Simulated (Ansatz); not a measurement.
**LiCl (zincblende): the band gap by level of theory**

All numbers come from the plane-wave code Ansatz. All values are calculated for a non-magnetic cell, which may be hypothetical.

Zincblende LiCl, relaxed with r2SCAN. Space group F-43m (No. 216), cubic; conventional cell a = 5.466 Å, 20.41 Å³ an atom. Li has 4 Cl at 2.37 Å; Cl has 4 Li at 2.37 Å.

```yaml
crystal:
  lattice:
    - [0.00000, 2.73304, 2.73304]
    - [2.73304, 0.00000, 2.73304]
    - [2.73304, 2.73304, 0.00000]
  atoms:
    - { symbol: Li, position: [0.00000, 0.00000, 0.00000] }
    - { symbol: Cl, position: [0.25000, 0.25000, 0.25000] }
```

Relaxed lattice by functional, symmetry kept:
```
functional  k mesh  a (Å)  volume (Å³/atom)
       PBE   8×8×8  5.515             20.97
    r2SCAN   8×8×8  5.466             20.41
    PBEsol   8×8×8  5.439             20.11
       LDA   8×8×8  5.325             18.88
     HSE06   6×6×6  5.480             20.57
```

Gaps on the r2SCAN cell, each the least over its mesh and the special points:
```json
{"level": "LDA", "k mesh": "8×8×8", "gap (eV)": "5.63", "kind": "direct", "edges": "Γ", "least direct gap (eV)": "5.63", "rough cost": "1.7 core-seconds"}
{"level": "PBE", "k mesh": "8×8×8", "gap (eV)": "6.05", "kind": "direct", "edges": "Γ", "least direct gap (eV)": "6.05", "rough cost": "2.5 core-seconds"}
{"level": "r2SCAN", "k mesh": "8×8×8", "gap (eV)": "6.71", "kind": "direct", "edges": "Γ", "least direct gap (eV)": "6.71", "rough cost": "4 core-seconds"}
{"level": "HSE06", "k mesh": "6×6×6", "gap (eV)": "7.39", "kind": "direct", "edges": "Γ", "least direct gap (eV)": "7.39", "rough cost": "60 core-seconds"}
{"level": "DDH-PBE0", "k mesh": "6×6×6", "gap (eV)": "9.40", "kind": "direct", "edges": "Γ", "least direct gap (eV)": "9.40", "rough cost": "60 core-seconds"}
{"level": "PBE0", "k mesh": "6×6×6", "gap (eV)": "8.11", "kind": "direct", "edges": "Γ", "least direct gap (eV)": "8.11", "rough cost": "60 core-seconds"}
{"level": "LC-ωPBE", "k mesh": "6×6×6 alone", "gap (eV)": "12.72", "kind": "direct", "edges": "Γ", "least direct gap (eV)": "12.72", "rough cost": "30 core-seconds"}
{"level": "Hartree-Fock", "k mesh": "6×6×6", "gap (eV)": "14.45", "kind": "direct", "edges": "Γ", "least direct gap (eV)": "14.45", "rough cost": "60 core-seconds"}
{"level": "G0W0@PBE (121 empty bands, 120 eV, 4×4×4)", "k mesh": "4×4×4", "gap (eV)": "8.71", "kind": "–", "edges": "Γ (mesh)", "least direct gap (eV)": "–", "rough cost": "14 core-seconds"}
{"level": "G0W0@PBE (302 empty bands, 220 eV, 4×4×4)", "k mesh": "4×4×4", "gap (eV)": "8.88", "kind": "–", "edges": "Γ (mesh)", "least direct gap (eV)": "–", "rough cost": "100 core-seconds"}
```
PBE: smearing of 0.02 eV; the others have fixed occupations.
Wave cutoffs: 420 eV, 500 eV (r2SCAN).
A mesh marked alone had no extra points solved.
The G0W0 gap is PBE's gap over the path plus the quasiparticle shift read on the mesh. No extrapolation in bands, cutoff or mesh was made for G0W0.
Costs come from shared machines and give only the order; PBE's includes the band path.

With HSE06 the gap is 7.39 eV and direct, at Γ.

r2SCAN covers 50 % of the step from PBE to HSE06, while HSE06 needs about 14 times r2SCAN's cost (on a coarser mesh). Among these functionals the gap stays direct.

r2SCAN (ground state on 6×6×6): The electronic dielectric tensor ε∞ is 2.39 in all directions. Born charges, averaged over directions: Li +1.02, Cl -1.02 e. PBE (ground state on 6×6×6): The clamped-ion dielectric constant comes out as 2.47 in all directions. Born charges, averaged over directions: Li +1.02, Cl -1.02 e.

On the PBEsol cell (a = 5.439 Å), with PBEsol: The optical mode at Γ lies at 326 cm⁻¹ without the longitudinal term. With the long-range field the highest mode reaches 438 cm⁻¹. The clamped-ion dielectric constant comes out as 2.53 in all directions. With the ions relaxed, ε⁰ is 4.6 in all directions. Born charges, averaged over directions: Li +1.01, Cl -1.01 e.

The meshes of the hybrids are coarse, so their gaps aren't converged to the digits shown.
